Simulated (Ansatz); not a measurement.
A generator proposed this cell of GePt.

```cif
data_structure
_symmetry_space_group_name_H-M 'P6/mmm'
_symmetry_Int_Tables_number 191
_cell_length_a 3.1782
_cell_length_b 3.1782
_cell_length_c 4.0460
_cell_angle_alpha 90.000
_cell_angle_beta 90.000
_cell_angle_gamma 120.000
_cell_volume 35.39
loop_
_atom_site_label
_atom_site_type_symbol
_atom_site_symmetry_multiplicity
_atom_site_Wyckoff_symbol
_atom_site_fract_x
_atom_site_fract_y
_atom_site_fract_z
_atom_site_occupancy
Ge1 Ge 1 a 0.00000 0.00000 0.00000 1
Pt1 Pt 1 b 0.00000 0.00000 0.50000 1
```

Level of theory: Ansatz 0.2.0, DFT PBE, scalar-relativistic, plane waves, PAW. Settings: cutoff 420 eV, Γ-centred mesh 6×6×4 on the computed 2-atom cell, Gaussian smearing of 0.10 eV; no spin polarisation.

Energies over the elements count from the elements' standard structures at the same level, with no fitted energy shifts.

Task: How far from equilibrium is it?

Result: The pressure is 58.0 GPa (the mean over three directions, positive in compression), the largest force is 0.00 eV/Å (symmetry fixes the atoms), and the energy is +1.62 eV/atom against the elements. The shortest distance is 2.02 Å.

Task: Is it a good guess?

Result: A poor one: relaxing gains about 1.6 eV/atom (the start's value is from the coarse mesh, so the gain is rough) in 18 ionic steps and ends at −0.02 eV/atom on the finer mesh. The symmetry stays P6/mmm (No. 191). The volume per atom shrinks by 2.0 %, from 17.7 to 17.3 Å³. The shortest distance goes from 2.02 Å (Ge–Pt) to 2.54 Å (Ge–Pt). The ratio c/a of the conventional cell changes by a factor of 1.42. Conventional cell: a = 2.806 Å, c = 5.089 Å. Ge has 2 Pt at 2.54 Å and 6 Ge at 2.81 Å; around Pt lie 2 Ge at 2.54 Å and 6 Pt at 2.81 Å.

The last run used a 24×24×12 mesh (in the run's order of axes) for its 2-atom cell and Gaussian smearing of 0.10 eV. The k mesh leaves some 4 meV/atom of noise in the energy of each metallic cell. Spin–orbit coupling, which can matter for Pt, is left out. The relaxation can't lower the symmetry of the start, and the grade says only how near the guess is to its own end. Symmetry constrained the relaxation, so the result can be a saddle point. Another cell of GePt relaxed alike, in Fm-3m, lies 184 meV/atom lower, so this cell isn't the stable form at this level.
